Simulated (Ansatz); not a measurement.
# ZnS: rattled cells

This session takes ZnS and sets out to see what random moves of the atoms cost.

Program: Ansatz 0.2.0. Level of theory: DFT LDA, scalar-relativistic, plane waves, PAW. These are calculated values, not measurements.

## (1) The system as given

It takes space group F-43m (No. 216, cubic). The conventional cell has a = 5.409 Å, b = 5.409 Å, c = 5.409 Å, α = 90.00°, β = 90.00°, γ = 90.00°. Around Zn (site symmetry -43m) lie 4 S at 2.34 Å. Around S (site symmetry -43m) lie 4 Zn at 2.34 Å.

Structure file:

```xyz
8
Lattice="5.4093 0.0000 0.0000 0.0000 -5.4093 0.0000 0.0000 0.0000 -5.4093" Properties=species:S:1:pos:R:3 pbc="T T T"
Zn    0.0000   -2.7046   -2.7046
Zn    2.7046    0.0000   -2.7046
Zn    2.7046   -2.7046    0.0000
Zn    0.0000    0.0000    0.0000
S     4.0570   -4.0570   -4.0570
S     1.3523   -1.3523   -4.0570
S     1.3523   -4.0570   -1.3523
S     4.0570   -1.3523   -1.3523
```

The cell is taken as given, not relaxed at this level.

## (2) The reference: the undisturbed cell on the scan's mesh

File input.yaml:

```yaml
crystal:
  lattice:
    - [5.4093, 0.0, 0.0]
    - [0.0, -5.4093, 0.0]
    - [0.0, 0.0, -5.4093]
  atoms:
    - { symbol: Zn, position: [0.0, 0.5, 0.5] }
    - { symbol: Zn, position: [0.5, 0.0, 0.5] }
    - { symbol: Zn, position: [0.5, 0.5, 0.0] }
    - { symbol: Zn, position: [0.0, 0.0, 0.0] }
    - { symbol: S, position: [0.75, 0.75, 0.75] }
    - { symbol: S, position: [0.25, 0.25, 0.75] }
    - { symbol: S, position: [0.25, 0.75, 0.25] }
    - { symbol: S, position: [0.75, 0.25, 0.25] }
basis:
  ecutwfc: 350.0
kpoints:
  mp_grid: { grid: [4, 4, 4] }
hamiltonian:
  xc: lda
scf:
  occupations: { method: gaussian, width: 0.05 }
output:
  forces: true
  stress: true
  eigenvalues: true
```

Launch:

```
$ ansatz run input.yaml --threads 1 --pin off --max-ram 2560MiB --backend cpu --events-out ev --progress --plain --runs-dir out
```

Standard output (excerpt; [...] marks lines left out):

```text
Warning: basis.ecutwfc = 350 eV is below the records' recommended 420 eV, and the density's cutoff is lower with it unless basis.ecutrho_ratio is high enough to keep the records' density cutoff: compare with a run at a higher cutoff
Warning: RAYON_NUM_THREADS=1 ignored (pool sized by the plan → 1); use --threads N
[...]
Pseudopotentials: kind: paw
Pseudopotential: Zn, paw, valence charge 12, recommended cutoff 420 eV (normal), Zn.paw.azcp
Pseudopotential: S, paw, valence charge 6, recommended cutoff 420 eV (normal), S.paw.azcp
Functional definition: SPW92
[...]
Crystal: 8 atoms, lattice volume = 158.279 Å³
Basis set: ecut = 350 eV, 2373 PW (Γ)
Bands: 44, of which v1, the nominal top of the filled ones, is band 36 counted from 1 (35 counted from 0)
Symmetry: 96 space group operations
Space group: F-43m (ITA 216), of the structure as read, at distance tolerance 5.4e-5 Å
k-points: 10 of 64 (time reversal used)
[...]
SCF iter   1: F=—  HF=-16469.581181 eV  |F-HF|=—  |Δ(HF+E_count)|=         —  Δρ=7.27e-3  dr2=8.12e-2  ethr=1.77e-3  ⟨swp⟩=9.2  Hψ=1896  notcnv=0
[...]
SCF iter   7: F=-16469.553939 eV  HF=-16469.553939 eV  |F-HF|=1.38e-8  |Δ(HF+E_count)|=   3.81e-7  Δρ=4.77e-6  dr2=2.43e-8  ethr=1.39e-10  ⟨swp⟩=6.3  Hψ=1891  notcnv=0
[...]
SCF converged after 7 iterations
Free energy (F): -16469.553939 eV
[...]
E sigma→0 (E₀):  -16469.553939 eV
Fermi energy:    6.391841 eV
[...]
--- Forces (eV/Å), atoms counted from 1 ---
  atom   1  Zn     0.00000000     0.00000000     0.00000000
  atom   2  Zn     0.00000000     0.00000000    -0.00000000
  atom   3  Zn     0.00000000     0.00000000     0.00000000
  atom   4  Zn     0.00000000     0.00000000     0.00000000
  atom   5  S     -0.00000000     0.00000000    -0.00000000
  atom   6  S     -0.00000000     0.00000000     0.00000000
  atom   7  S     -0.00000000     0.00000000     0.00000000
  atom   8  S     -0.00000000    -0.00000000    -0.00000000
[...]
--- Stress (GPa, compression-positive) ---
       -4.669210       0.000000       0.000000
        0.000000      -4.669210       0.000000
       -0.000000      -0.000000      -4.669210
  P = ⅓ Tr σ = -4.6692 GPa (-46.692 kbar)
--- Band table (eV; the first three rows and the last of 10) ---
[...]
```

Run time: 5.1 s. Hardware: 1 thread of Intel Xeon 6975P-C (Granite Rapids), shared host; peak memory 0.34 GiB.

The cell is repeated 4 times, 8 atoms in all. The reference gives a free energy of -16469.5539 eV, pressure -4.67 GPa, largest force 0.000 eV/Å and gap on the mesh 1.85 eV.

## (3) Setting up rattled cells

All atoms are moved at random with no net shift, in some cells together with a random strain.

## (4) rms move = 0.035 Å

File input.yaml:

```yaml
crystal:
  lattice:
    - [5.4696472532, -0.0334269573, -0.1887964934]
    - [0.0334269573, -5.2800043345, 0.0238141133]
    - [0.1887964934, 0.0238141133, -5.579629663]
  atoms:
    - { symbol: Zn, position: [0.0049391549, 0.4947197873, 0.4978820012] }
    - { symbol: Zn, position: [0.501746802, 0.0008373982, 0.4956707242] }
    - { symbol: Zn, position: [0.506452098, 0.5022641241, 0.0020639083] }
    - { symbol: Zn, position: [-0.004545503, -0.0007934368, 0.0057248979] }
    - { symbol: S, position: [0.7506145163, 0.7584682188, 0.7499284063] }
    - { symbol: S, position: [0.2495135618, 0.2491477712, 0.7474883683] }
    - { symbol: S, position: [0.248125902, 0.7477047196, 0.2490917406] }
    - { symbol: S, position: [0.743153468, 0.2476514177, 0.2521499533] }
basis:
  ecutwfc: 350.0
kpoints:
  mp_grid: { grid: [4, 4, 4] }
hamiltonian:
  xc: lda
scf:
  occupations: { method: gaussian, width: 0.05 }
output:
  forces: true
  stress: true
  eigenvalues: true
```

Launch:

```
$ ansatz run input.yaml --threads 1 --pin off --max-ram 2560MiB --backend cpu --events-out ev --progress --plain --runs-dir out
```

Standard output (excerpt; [...] marks lines left out):

```text
Warning: basis.ecutwfc = 350 eV is below the records' recommended 420 eV, and the density's cutoff is lower with it unless basis.ecutrho_ratio is high enough to keep the records' density cutoff: compare with a run at a higher cutoff
Warning: RAYON_NUM_THREADS=1 ignored (pool sized by the plan → 1); use --threads N
[...]
[... 4 set-up lines as earlier in the session ...]
[...]
Crystal: 8 atoms, lattice volume = 160.941 Å³
Basis set: ecut = 350 eV, 2403 PW (Γ)
Bands: 44, of which v1, the nominal top of the filled ones, is band 36 counted from 1 (35 counted from 0)
Symmetry: 1 space group operations
Space group: P1 (ITA 1), of the structure as read, at distance tolerance 5.4e-5 Å
k-points: 36 of 64 (time reversal used)
[...]
SCF iter   1: F=—  HF=-16469.289033 eV  |F-HF|=—  |Δ(HF+E_count)|=         —  Δρ=7.18e-3  dr2=8.33e-2  ethr=1.77e-3  ⟨swp⟩=8.8  Hψ=6759  notcnv=0
[...]
SCF iter   8: F=-16469.261389 eV  HF=-16469.261389 eV  |F-HF|=1.18e-8  |Δ(HF+E_count)|=   5.75e-7  Δρ=5.89e-6  dr2=3.05e-8  ethr=1.39e-10  ⟨swp⟩=7.0  Hψ=7028  notcnv=0
[...]
SCF converged after 8 iterations
Free energy (F): -16469.261389 eV
[...]
E sigma→0 (E₀):  -16469.261389 eV
Fermi energy:    6.166137 eV
[...]
--- Forces (eV/Å), atoms counted from 1 ---
  atom   1  Zn    -0.14894707     0.09189565    -0.15439244
  atom   2  Zn    -0.20721901     0.39218741    -0.18561930
  atom   3  Zn    -0.08360445     0.21006176     0.26530464
  atom   4  Zn     0.23693161     0.17965025     0.27518304
  atom   5  S      0.01822924     0.15302582     0.05219902
  atom   6  S     -0.07300371    -0.21546338    -0.27493186
  atom   7  S     -0.00994140    -0.31047995    -0.04389847
  atom   8  S      0.26758375    -0.50085990     0.06614375
[...]
--- Stress (GPa, compression-positive) ---
       -5.379457       0.702354       3.860745
        0.702354      -4.109726       0.298251
        3.860745       0.298251      -6.434790
  P = ⅓ Tr σ = -5.3080 GPa (-53.080 kbar)
--- Band table (eV; the first three rows and the last of 36) ---
[...]
```

Wall time 9.8 s (1 thread of Intel Xeon 6975P-C (Granite Rapids), shared host); peak memory 0.42 GiB.

## (5) At rms move = 0.466 Å

File input.yaml:

```yaml
crystal:
  lattice:
    - [5.6446383698, 0.1761265499, 0.1394847734]
    - [-0.1761265499, -5.8844658966, -0.0625227605]
    - [-0.1394847734, -0.0625227605, -5.9841061124]
  atoms:
    - { symbol: Zn, position: [0.0245618111, 0.4937044554, 0.3970101895] }
    - { symbol: Zn, position: [0.4116400754, -0.0085196489, 0.5311310286] }
    - { symbol: Zn, position: [0.4754053512, 0.5942747346, 0.0182286901] }
    - { symbol: Zn, position: [0.0357009352, 0.0055203131, -0.0049783058] }
    - { symbol: S, position: [0.7413041766, 0.657607207, 0.7297679508] }
    - { symbol: S, position: [0.3365517926, 0.194072265, 0.7648224852] }
    - { symbol: S, position: [0.2419079867, 0.7746541542, 0.3255364256] }
    - { symbol: S, position: [0.7329278711, 0.2886865196, 0.2384815361] }
basis:
  ecutwfc: 350.0
kpoints:
  mp_grid: { grid: [4, 4, 4] }
hamiltonian:
  xc: lda
scf:
  occupations: { method: gaussian, width: 0.05 }
output:
  forces: true
  stress: true
  eigenvalues: true
```

Launch:

```
$ ansatz run input.yaml --threads 1 --pin off --max-ram 2560MiB --backend cpu --events-out ev --progress --plain --runs-dir out
```

Standard output (excerpt; [...] marks lines left out):

```text
Warning: basis.ecutwfc = 350 eV is below the records' recommended 420 eV, and the density's cutoff is lower with it unless basis.ecutrho_ratio is high enough to keep the records' density cutoff: compare with a run at a higher cutoff
Warning: RAYON_NUM_THREADS=1 ignored (pool sized by the plan → 1); use --threads N
[...]
[... 4 set-up lines as earlier in the session ...]
[...]
Crystal: 8 atoms, lattice volume = 198.447 Å³
Basis set: ecut = 350 eV, 2931 PW (Γ)
Bands: 44, of which v1, the nominal top of the filled ones, is band 36 counted from 1 (35 counted from 0)
[... 1 set-up line as earlier in the session ...]
Space group: P1 (ITA 1), of the structure as read, at distance tolerance 5.8e-5 Å
k-points: 36 of 64 (time reversal used)
[...]
SCF iter   1: F=—  HF=-16462.766840 eV  |F-HF|=—  |Δ(HF+E_count)|=         —  Δρ=7.18e-3  dr2=1.45e-1  ethr=1.77e-3  ⟨swp⟩=7.4  Hψ=7373  notcnv=0  defer=8
[...]
SCF iter  10: F=-16462.722754 eV  HF=-16462.722754 eV  |F-HF|=5.12e-8  |Δ(HF+E_count)|=   1.27e-9  Δρ=5.07e-6  dr2=4.41e-8  ethr=1.39e-10  ⟨swp⟩=4.0  Hψ=5320  notcnv=0
[...]
SCF converged after 10 iterations
Free energy (F): -16462.722754 eV
[...]
E sigma→0 (E₀):  -16462.722753 eV
Entropy (-TS):   -0.000000 eV (-0.000 meV/atom)
Fermi energy:    3.636749 eV
[...]
--- Forces (eV/Å), atoms counted from 1 ---
  atom   1  Zn    -1.89814086     1.56546521    -1.14225781
  atom   2  Zn     3.52969124     0.41621646     0.32330146
  atom   3  Zn     1.36897811     0.61225292     0.15743584
  atom   4  Zn    -0.34094531     0.08150438     0.61167521
  atom   5  S     -0.23831642    -1.55131957    -1.04764237
  atom   6  S     -2.25474104    -2.98134451    -3.94939860
  atom   7  S     -0.28403568     1.15760511     4.75546796
  atom   8  S      0.11754019     0.69961082     0.29143356
[...]
--- Stress (GPa, compression-positive) ---
       -6.786011      -4.072864      -2.844390
       -4.072864      -0.565083       4.521537
       -2.844390       4.521537      -3.216191
  P = ⅓ Tr σ = -3.5224 GPa (-35.224 kbar)
--- Band table (eV; the first three rows and the last of 36) ---
[...]
```

Run time: 20 s. Hardware: 1 thread of Intel Xeon 6975P-C (Granite Rapids), shared host; peak memory 0.46 GiB.

## (6) At rms move = 0.047 Å

File input.yaml:

```yaml
crystal:
  lattice:
    - [5.3884467093, 0.1145499262, -0.0425022352]
    - [-0.1145499262, -5.3268503476, 0.0395660568]
    - [0.0425022352, 0.0395660568, -5.3389733832]
  atoms:
    - { symbol: Zn, position: [0.0012196662, 0.4964630418, 0.4976193962] }
    - { symbol: Zn, position: [0.5049101907, 0.0003977134, 0.4956549754] }
    - { symbol: Zn, position: [0.4932422324, 0.4920800989, 0.0136631351] }
    - { symbol: Zn, position: [-0.0004150531, 0.00345352, -0.0010874718] }
    - { symbol: S, position: [0.7461978215, 0.7545326077, 0.7499736632] }
    - { symbol: S, position: [0.2557696975, 0.245281957, 0.7530717874] }
    - { symbol: S, position: [0.2508437975, 0.7555188062, 0.2503772824] }
    - { symbol: S, position: [0.7482316472, 0.252272255, 0.240727232] }
basis:
  ecutwfc: 350.0
kpoints:
  mp_grid: { grid: [4, 4, 4] }
hamiltonian:
  xc: lda
scf:
  occupations: { method: gaussian, width: 0.05 }
output:
  forces: true
  stress: true
  eigenvalues: true
```

Launch:

```
$ ansatz run input.yaml --threads 1 --pin off --max-ram 2560MiB --backend cpu --events-out ev --progress --plain --runs-dir out
```

Standard output (excerpt; [...] marks lines left out):

```text
[...]
SCF converged after 8 iterations
Free energy (F): -16469.538914 eV
[...]
E sigma→0 (E₀):  -16469.538914 eV
Fermi energy:    6.927057 eV
[...]
--- Forces (eV/Å), atoms counted from 1 ---
  atom   1  Zn     0.00674181    -0.11121308    -0.39507548
  atom   2  Zn     0.07757787     0.05083486    -0.37042674
  atom   3  Zn     0.17463060    -0.41724928     0.28852129
  atom   4  Zn     0.03043943     0.27937929    -0.08027733
  atom   5  S      0.01719195     0.37264396     0.13087833
  atom   6  S     -0.23049944    -0.29466035     0.50907788
  atom   7  S     -0.26120535     0.12985706     0.17724995
  atom   8  S      0.18512390    -0.00958735    -0.25996311
[...]
--- Stress (GPa, compression-positive) ---
       -2.391556      -2.688744       0.602794
       -2.688744      -1.925675       1.072471
        0.602794       1.072471      -2.091971
  P = ⅓ Tr σ = -2.1364 GPa (-21.364 kbar)
--- Band table (eV; the first three rows and the last of 36) ---
[...]
```

Wall time 9.9 s (1 thread of Intel Xeon 6975P-C (Granite Rapids), shared host); peak memory 0.41 GiB.

## (7) At rms move = 0.051 Å

File input.yaml:

```yaml
crystal:
  lattice:
    - [5.4093, 0.0, 0.0]
    - [0.0, -5.4093, 0.0]
    - [0.0, 0.0, -5.4093]
  atoms:
    - { symbol: Zn, position: [-0.0012095221, 0.5069127545, 0.4993248983] }
    - { symbol: Zn, position: [0.495450818, -0.0061486837, 0.5130555237] }
    - { symbol: Zn, position: [0.4983866091, 0.5026909254, -0.0001898701] }
    - { symbol: Zn, position: [0.005786349, 0.003925635, 0.0024763048] }
    - { symbol: S, position: [0.7560108532, 0.7470107523, 0.7488940181] }
    - { symbol: S, position: [0.2446670488, 0.2470097915, 0.7498178062] }
    - { symbol: S, position: [0.2593300666, 0.7520211404, 0.2452136769] }
    - { symbol: S, position: [0.7415777774, 0.2465776847, 0.2414076421] }
basis:
  ecutwfc: 350.0
kpoints:
  mp_grid: { grid: [4, 4, 4] }
hamiltonian:
  xc: lda
scf:
  occupations: { method: gaussian, width: 0.05 }
output:
  forces: true
  stress: true
  eigenvalues: true
```

Launch:

```
$ ansatz run input.yaml --threads 1 --pin off --max-ram 2560MiB --backend cpu --events-out ev --progress --plain --runs-dir out
```

Standard output (excerpt; [...] marks lines left out):

```text
[...]
SCF converged after 8 iterations
Free energy (F): -16469.484298 eV
[...]
E sigma→0 (E₀):  -16469.484298 eV
Fermi energy:    6.408687 eV
[...]
--- Forces (eV/Å), atoms counted from 1 ---
  atom   1  Zn     0.03089694     0.33406979     0.35966861
  atom   2  Zn     0.21927300    -0.17440168     0.29944131
  atom   3  Zn     0.10330111     0.19168515     0.19710235
  atom   4  Zn    -0.22832955     0.11274762    -0.05765945
  atom   5  S     -0.15975342    -0.15311087    -0.17654650
  atom   6  S      0.16731813    -0.31005867     0.12342380
  atom   7  S     -0.40287508     0.04558341    -0.25993784
  atom   8  S      0.27017231    -0.04653107    -0.48552077
[...]
--- Stress (GPa, compression-positive) ---
       -4.550016       0.649556       0.390271
        0.649556      -4.514581       0.109245
        0.390271       0.109245      -4.530279
  P = ⅓ Tr σ = -4.5316 GPa (-45.316 kbar)
--- Band table (eV; the first three rows and the last of 36) ---
[...]
```

It took 13 s on 1 thread of Intel Xeon 6975P-C (Granite Rapids), shared host; peak memory 0.41 GiB.

## (8) Point rms move = 0.085 Å

File input.yaml:

```yaml
crystal:
  lattice:
    - [5.6132515995, 0.0725451967, -0.2130356532]
    - [-0.0725451967, -5.275272937, -0.0599181066]
    - [0.2130356532, -0.0599181066, -5.410790947]
  atoms:
    - { symbol: Zn, position: [-0.0062321685, 0.4955185856, 0.4994962106] }
    - { symbol: Zn, position: [0.4923427045, -0.0115794378, 0.5025265764] }
    - { symbol: Zn, position: [0.4960405754, 0.5023504004, -0.0028796459] }
    - { symbol: Zn, position: [0.0011266569, 0.0057753767, 0.0086747474] }
    - { symbol: S, position: [0.7595260366, 0.7604681348, 0.7502731094] }
    - { symbol: S, position: [0.2486960515, 0.2613002812, 0.7563935652] }
    - { symbol: S, position: [0.2677480925, 0.7480795767, 0.2591533859] }
    - { symbol: S, position: [0.7407520511, 0.2380870824, 0.2263620511] }
basis:
  ecutwfc: 350.0
kpoints:
  mp_grid: { grid: [4, 4, 4] }
hamiltonian:
  xc: lda
scf:
  occupations: { method: gaussian, width: 0.05 }
output:
  forces: true
  stress: true
  eigenvalues: true
```

Launch:

```
$ ansatz run input.yaml --threads 1 --pin off --max-ram 2560MiB --backend cpu --events-out ev --progress --plain --runs-dir out
```

Standard output (excerpt; [...] marks lines left out):

```text
Warning: basis.ecutwfc = 350 eV is below the records' recommended 420 eV, and the density's cutoff is lower with it unless basis.ecutrho_ratio is high enough to keep the records' density cutoff: compare with a run at a higher cutoff
Warning: RAYON_NUM_THREADS=1 ignored (pool sized by the plan → 1); use --threads N
[...]
[... 4 set-up lines as earlier in the session ...]
[...]
Crystal: 8 atoms, lattice volume = 159.931 Å³
Basis set: ecut = 350 eV, 2383 PW (Γ)
Bands: 44, of which v1, the nominal top of the filled ones, is band 36 counted from 1 (35 counted from 0)
[... 2 set-up lines as earlier in the session ...]
k-points: 36 of 64 (time reversal used)
[...]
SCF iter   1: F=—  HF=-16469.108419 eV  |F-HF|=—  |Δ(HF+E_count)|=         —  Δρ=7.17e-3  dr2=8.24e-2  ethr=1.77e-3  ⟨swp⟩=8.6  Hψ=6895  notcnv=0
[...]
SCF iter   8: F=-16469.080953 eV  HF=-16469.080953 eV  |F-HF|=6.92e-9  |Δ(HF+E_count)|=   2.48e-7  Δρ=6.83e-6  dr2=5.47e-8  ethr=1.39e-10  ⟨swp⟩=7.3  Hψ=7417  notcnv=0
[...]
SCF converged after 8 iterations
Free energy (F): -16469.080953 eV
[...]
E sigma→0 (E₀):  -16469.080953 eV
Fermi energy:    6.266608 eV
[...]
--- Forces (eV/Å), atoms counted from 1 ---
  atom   1  Zn    -0.10782185     0.17295903     0.06614419
  atom   2  Zn     0.28491602    -0.30984186    -0.34502910
  atom   3  Zn     0.22906856     0.15972255     0.09257306
  atom   4  Zn     0.33135637     0.60044894     0.17081159
  atom   5  S     -0.14139457     0.10241262     0.19853751
  atom   6  S      0.21448926     0.15098408     0.50427190
  atom   7  S     -0.82706776    -0.09306923     0.36079620
  atom   8  S      0.01649354    -0.78360725    -1.04803846
[...]
--- Stress (GPa, compression-positive) ---
       -6.107796      -1.153136       4.095813
       -1.153136      -3.558106      -0.489976
        4.095814      -0.489976      -4.390686
  P = ⅓ Tr σ = -4.6855 GPa (-46.855 kbar)
--- Band table (eV; the first three rows and the last of 36) ---
[...]
```

It took 12 s on 1 thread of Intel Xeon 6975P-C (Granite Rapids), shared host; peak memory 0.42 GiB.

## (9) All points together

The scan, with free energies counted from the undisturbed cell:

```
rms move (Å)  ΔE (meV/atom)  largest force (eV/Å)  shortest distance (Å)  pressure (GPa)  gap on the mesh (eV)
       0.000            0.0                  0.00                   2.34            -4.7                  1.85
       0.035           36.6                  0.57                   2.26            -5.3                  1.63
       0.047            1.9                  0.63                   2.27            -2.1                  1.85
       0.051            8.7                  0.56                   2.29            -4.5                  1.80
       0.085           59.1                  1.31                   2.22            -4.7                  1.55
       0.466          853.9                  5.44                   1.94            -3.5                  0.30
```

## (10) Results

```
      quantity                                     value
costliest cell  853.9 meV/atom at an rms move of 0.466 Å
```

What this shows: Cutoff, mesh or smearing here differ from converged choices, so read the numbers with care. The cost runs from 1.9 to 853.9 meV/atom. Energy over the square of the rms move lies between 0.9 and 30.2 eV/Å² per atom; a harmonic solid under isotropic random moves would keep it roughly constant, while strain and close contacts change it. The gap on the mesh stays between 0.30 and 1.85 eV. The settings are coarse, so take the values as rough.
